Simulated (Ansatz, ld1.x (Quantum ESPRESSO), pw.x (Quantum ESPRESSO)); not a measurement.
**Which P potential is closest to all-electron in the sc crystal?**

All use PBE, scalar-relativistic, no spin, cutoffs from each file’s atomic test, pw.x 7.5; 13³ k-points, Fermi–Dirac smearing 0.01 Ry. Δ is the rms difference from all-electron LAPW of the E(V) curves that follow from fits to the pressures, over ±6 % in volume. Mesh and smearing are coarse and serve the comparison alone. The files are a selection: those with a ghost or negative overlap were mostly not run, and those with noisy or unconverged pressures or nearly equal Δ are left out.

All-electron: a0 = 2.447 Å (V0 = 14.66 Å³/atom), B0 = 113.3 GPa.

(1) Rank them by Δ, smallest first.
A. norm-conserving Troullier–Martins (Kleinman–Bylander form), ld1.x (Quantum ESPRESSO) 7.5, PBE; core [Ne], reference 3s2 3p3; waves: 3p (bound): rc 1.80 bohr; 3d channel at 0.2 Ry: rc 1.75 bohr; 3s (bound): rc 1.55 bohr; local part: the s channel; core correction: none.
B. norm-conserving Troullier–Martins (Kleinman–Bylander form), ld1.x (Quantum ESPRESSO) 7.5, PBE; core [Ne], reference 3s2 3p3; waves: 3s (bound): rc 1.45 bohr; 3p (bound): rc 1.30 bohr; 3d channel at 0.45 Ry: rc 1.25 bohr; local part: all-electron potential smoothed inside 1.25 bohr (lloc = -1); core correction: Bessel-smoothed model core inside 1.20 bohr.
C. PAW, ld1.x (Quantum ESPRESSO) 7.5, PBE; core [Ne], reference 3s2 3p3; waves: 3s (bound): rcut 1.35, rcutus 1.60 bohr; 3s channel at 2.45 Ry: rcut 1.35, rcutus 1.60 bohr; 3p (bound): rcut 1.75, rcutus 1.95 bohr; 3p channel at 4.45 Ry: rcut 1.75, rcutus 1.95 bohr; 3d channel at 0.25 Ry: rcut 1.80, rcutus 2.00 bohr; local part: all-electron potential smoothed inside 1.50 bohr (lloc = -1); core correction: none; augmentation: PSQ, radius 1.45 bohr.

## Answers

(1) A (0.2 meV/atom), C (0.8 meV/atom), B (2.3 meV/atom).
